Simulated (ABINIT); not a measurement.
# ZnS (Wurtzite-2H) (P6_3mc) in ABINIT: convergence with pawecutdg

Aim: find how far pawecutdg must go before the results for ZnS (Wurtzite-2H) settle, at PBE. This setting moves, with any that are tied to it; all else stays.

All numbers are computed with ABINIT 10.8.3 (patched build); they aren't measurements. Logs are shortened: lines on timing, memory, paths and dates and some standing lists are left out, and cuts for length are marked. The log counts tension as positive stress, the text compression.

## (1) The crystal as given

It takes space group P6_3mc (No. 186, hexagonal). Conventional cell: a = 3.811 Å, b = 3.811 Å, c = 6.234 Å, α = 90.00°, β = 90.00°, γ = 120.00°. Zn (site symmetry 3m) has 4 S at 2.31 to 2.40 Å as nearest neighbours. S (site symmetry 3m) has 4 Zn at 2.31 to 2.40 Å as nearest neighbours.

## (2) With pawecutdg 22 Ha

File run.abi:

```
# Pseudopotentials
pp_dirpath "./"
pseudos "Zn.GGA_PBE-JTH.xml, S.GGA_PBE-JTH.xml"

# Structure
acell 7.2017462609 7.2017462609 11.7805526609
rprim
     1.0000000000     0.0000000000     0.0000000000
    -0.5000000000     0.8660254038     0.0000000000
     0.0000000000     0.0000000000     1.0000000000
ntypat 2
znucl 30 16
natom 4
typat 1 1 2 2
xred
     0.6666666667     0.3333333333     0.5000000000
     0.3333333333     0.6666666667     0.0000000000
     0.6666666667     0.3333333333     0.8850000000
     0.3333333333     0.6666666667     0.3850000000

# Plane-wave basis
ecut 22.0
pawecutdg 22.0
pawxcdev 0

# k points
kptopt 1
ngkpt 8 8 5
nshiftk 1
shiftk 0.0 0.0 0.0

# Exchange and correlation
ixc 11

# Bands and occupations
nband 22
occopt 6
tsmear 0.05 eV

# SCF cycle
nstep 100
tolvrs 1.0e-9

# Output
iomode 3
prtwf 0
prtden 0
prteig 0
prtebands 0
```

Potentials or basis: JTH PAW PBE v2.0.

Launch:

```console
> abinit run.abi > log 2>&1
```

run.abo:

```text
.Version 10.8.3 of ABINIT
 Symmetries : space group P6_3 m c (#186); Bravais hP (primitive hexag.)
================================================================================
 Values of the parameters that define the memory need of the present run
     intxc =       0    ionmov =       0      iscf =      17    lmnmax =      18
     lnmax =       6     mgfft =      50  mpssoang =       3    mqgrid =    3001
     natom =       4  nloc_mem =       2    nspden =       1   nspinor =       1
    nsppol =       1      nsym =      12    n1xccc =       1    ntypat =       2
    occopt =       6   xclevel =       2
       mpw =        2626          nfft =       51200          nkpt =          30
 PAW method is used; the additional fine FFT grid is defined by:
   mgfftf=        50    nfftf =     51200
================================================================================
================================================================================

--------------------------------------------------------------------------------
------------- Echo of variables that govern the present computation ------------
--------------------------------------------------------------------------------
 -outvars: echo values of preprocessed input variables --------
            acell      7.2017462609E+00  7.2017462609E+00  1.1780552661E+01 Bohr
              amu      6.53900000E+01  3.20660000E+01
             ecut      2.20000000E+01 Hartree
              ixc          11
         kptrlatt        8    0    0      0    8    0      0    0    5
          kptrlen      5.76139701E+01
            natom           4
            nband          22
            ngfft          32      32      50
          ngfftdg          32      32      50
             nkpt          30
            nstep         100
             nsym          12
           ntypat           2
           occopt           6
        pawecutdg      2.20000000E+01 Hartree
         pawxcdev           0
           prtden           0
[... 226 lines left out ...]
comment             : '"Double-counting" decomposition of free energy'
band_energy         : -1.89561276305332E-01
Ewald energy        : -9.21733055367513E+01
psp_core            :  1.56215136289461E+00
xc_dc               : -4.15106131001312E+01
PAW spherical_terms : -1.70779294593875E+01
internal            : -1.49389258009681E+02
'-kT*entropy'       : -8.08207331584095E-18
total_energy_dc     : -1.49389258009681E+02
total_energy_dc_eV  : -4.06508880070193E+03
...

--- !EnergyTermsWithPAWCore
iteration_state     : {dtset: 1, }
comment             : 'Components of total free energy, including PAW core contributions'
Total energy        : -4.39063027061440E+03
Total energy DC     : -4.39063025632745E+03
Total energy (eV)   : -1.19475136156984E+05
Total energy DC (eV): -1.19475135768217E+05
...

 Cartesian components of stress tensor (hartree/bohr^3)
  sigma(1 1)= -9.64236736E-05  sigma(3 2)=  0.00000000E+00
  sigma(2 2)= -9.64236737E-05  sigma(3 1)=  0.00000000E+00
  sigma(3 3)= -2.88006015E-05  sigma(2 1)=  0.00000000E+00

-Cartesian components of stress tensor (GPa)         [Pressure=  2.1737E+00 GPa]
- sigma(1 1)= -2.83688242E+00  sigma(3 2)=  0.00000000E+00
- sigma(2 2)= -2.83688242E+00  sigma(3 1)=  0.00000000E+00
- sigma(3 3)= -8.47342950E-01  sigma(2 1)=  0.00000000E+00

== END DATASET(S) ==============================================================
================================================================================

 -outvars: echo values of variables after computation  --------
            acell      7.2017462609E+00  7.2017462609E+00  1.1780552661E+01 Bohr
           etotal     -1.4938925801E+02
            fcart     -5.9822051499E-28 -3.4538277536E-28  6.0327020301E-03
                       5.9822051499E-28  3.4538277536E-28  6.0327020301E-03
                       1.4955512875E-28  8.6345693840E-29 -6.0327020301E-03
                      -1.4955512875E-28 -8.6345693840E-29 -6.0327020301E-03
            rprim      1.0000000000E+00  0.0000000000E+00  0.0000000000E+00
                      -5.0000000000E-01  8.6602540380E-01  0.0000000000E+00
                       0.0000000000E+00  0.0000000000E+00  1.0000000000E+00
           strten     -9.6423673606E-05 -9.6423673708E-05 -2.8800601493E-05
                       0.0000000000E+00  0.0000000000E+00  0.0000000000E+00
           xangst      1.9054999987E+00  1.1001409372E+00  3.1169999979E+00
                      -2.8207066293E-16  2.2002818744E+00  0.0000000000E+00
                       1.9054999987E+00  1.1001409372E+00  5.5170899962E+00
                      -2.8207066293E-16  2.2002818744E+00  2.4000899984E+00
             xred      6.6666666667E-01  3.3333333333E-01  5.0000000000E-01
                       3.3333333333E-01  6.6666666667E-01  0.0000000000E+00
                       6.6666666667E-01  3.3333333333E-01  8.8500000000E-01
                       3.3333333333E-01  6.6666666667E-01  3.8500000000E-01
 Calculation completed.
```

Wall time 1.7 min (1 thread of Arm Neoverse V1, shared host); peak memory 0.14 GiB.

What came out:

| Property | Result |
| --- | --- |
| Free energy | -4065.0888 eV |
| Pressure | 2.2 GPa |
| Largest force | 0.310 eV/Å |
| Band gap on the k mesh | 2.24 eV, direct |
| Valence electrons inside the program's atomic spheres | Zn 10.81; S 3.60 |

## (3) With pawecutdg 26.4

Changes to run.abi since step 2:

```diff
@@ -22,3 +22,3 @@
 ecut 22.0
-pawecutdg 22.0
+pawecutdg 26.4
 pawxcdev 0
```

Potentials or basis: JTH PAW PBE v2.0.

Launch:

```console
> abinit run.abi > log 2>&1
```

It took 2.1 min on 1 thread of Arm Neoverse V1, shared host; peak memory 0.15 GiB.

Results (log left out):

```
Free energy                                           : -4065.0872 eV
Pressure                                              : 2.1 GPa
Largest force                                         : 0.318 eV/Å
Band gap on the k mesh                                : 2.24 eV, direct
Valence electrons inside the program's atomic spheres : Zn 10.80; S 3.59
```

## (4) With pawecutdg 33

Changes to run.abi since step 3:

```diff
@@ -22,3 +22,3 @@
 ecut 22.0
-pawecutdg 26.4
+pawecutdg 33.0
 pawxcdev 0
```

Launch:

```console
> abinit run.abi > log 2>&1
```

It took 1.7 min on 1 thread of Arm Neoverse V1, shared host; peak memory 0.15 GiB.

It converged, with:

* Free energy: -4065.0898 eV
* Pressure: 2.1 GPa
* Largest force: 0.314 eV/Å
* Band gap on the k mesh: 2.24 eV, direct
* Valence electrons inside the program's atomic spheres: Zn 10.81; S 3.60

## (5) With pawecutdg 39.6

Changes to run.abi since step 4:

```diff
@@ -22,3 +22,3 @@
 ecut 22.0
-pawecutdg 33.0
+pawecutdg 39.6
 pawxcdev 0
```

Launch:

```console
> abinit run.abi > log 2>&1
```

Run time: 1.8 min. Hardware: 1 thread of Arm Neoverse V1, shared host; peak memory 0.16 GiB.

The run converged. Its results:

| Property | Result |
| --- | --- |
| Free energy | -4065.0895 eV |
| Pressure | 2.1 GPa |
| Largest force | 0.315 eV/Å |
| Band gap on the k mesh | 2.24 eV, direct |
| Valence electrons inside the program's atomic spheres | Zn 10.80; S 3.62 |

## (6) With pawecutdg 48.4

Changes to run.abi since step 5:

```diff
@@ -22,3 +22,3 @@
 ecut 22.0
-pawecutdg 39.6
+pawecutdg 48.4
 pawxcdev 0
```

Potentials or basis: JTH PAW PBE v2.0.

Launch:

```console
> abinit run.abi > log 2>&1
```

It took 1.7 min on 1 thread of Arm Neoverse V1, shared host; peak memory 0.17 GiB.

The run converged. Its results:

| Property | Result |
| --- | --- |
| Free energy | -4065.0895 eV |
| Pressure | 2.1 GPa |
| Largest force | 0.319 eV/Å |
| Band gap on the k mesh | 2.24 eV, direct |
| Valence electrons inside the program's atomic spheres | Zn 10.80; S 3.62, 3.61 |

## (7) With pawecutdg 59.4

Changes to run.abi since step 6:

```diff
@@ -22,3 +22,3 @@
 ecut 22.0
-pawecutdg 48.4
+pawecutdg 59.4
 pawxcdev 0
```

Launch:

```console
> abinit run.abi > log 2>&1
```

Wall time 1.8 min (1 thread of Arm Neoverse V1, shared host); peak memory 0.19 GiB.

It converged, with:

| Quantity | Value |
| --- | --- |
| Free energy | -4065.0898 eV |
| Pressure | 2.1 GPa |
| Largest force | 0.318 eV/Å |
| Band gap on the k mesh | 2.24 eV, direct |
| Valence electrons inside the program's atomic spheres | Zn 10.80; S 3.61 |

## (8) With pawecutdg 72.6

Changes to run.abi since step 7:

```diff
@@ -22,3 +22,3 @@
 ecut 22.0
-pawecutdg 59.4
+pawecutdg 72.6
 pawxcdev 0
```

Launch:

```console
> abinit run.abi > log 2>&1
```

Run time: 1.8 min. Hardware: 1 thread of Arm Neoverse V1, shared host; peak memory 0.23 GiB.

Results (log left out):

| Item | Value |
| --- | --- |
| Free energy | -4065.0899 eV |
| Pressure | 2.1 GPa |
| Largest force | 0.317 eV/Å |
| Band gap on the k mesh | 2.24 eV, direct |
| Valence electrons inside the program's atomic spheres | Zn 10.80; S 3.61 |

## (9) Result

```
pawecutdg  energy less the tightest run (meV/atom)  pressure (GPa)  largest force (eV/Å)  SCF cycles  CPU time (s)  peak memory (GiB)
    22 Ha                                     0.27            2.17                 0.310          21           100               0.14
     26.4                                     0.66            2.08                 0.318          26           130               0.15
       33                                     0.02            2.11                 0.314          21           100               0.15
     39.6                                     0.09            2.07                 0.315          22           110               0.16
     48.4                                     0.09            2.11                 0.319          21           100               0.17
     59.4                                     0.01            2.10                 0.318          22           110               0.19
     72.6                                     0.00            2.10                 0.317          22           110               0.23
```

Against the tightest run, the energy stays within 1 meV/atom from 22 Ha on; the pressure stays within 0.1 GPa from 22 Ha on; the largest force stays within 0.005 eV/Å from 26.4 on. The tightest run that finished is the yardstick and may itself not be fully converged.
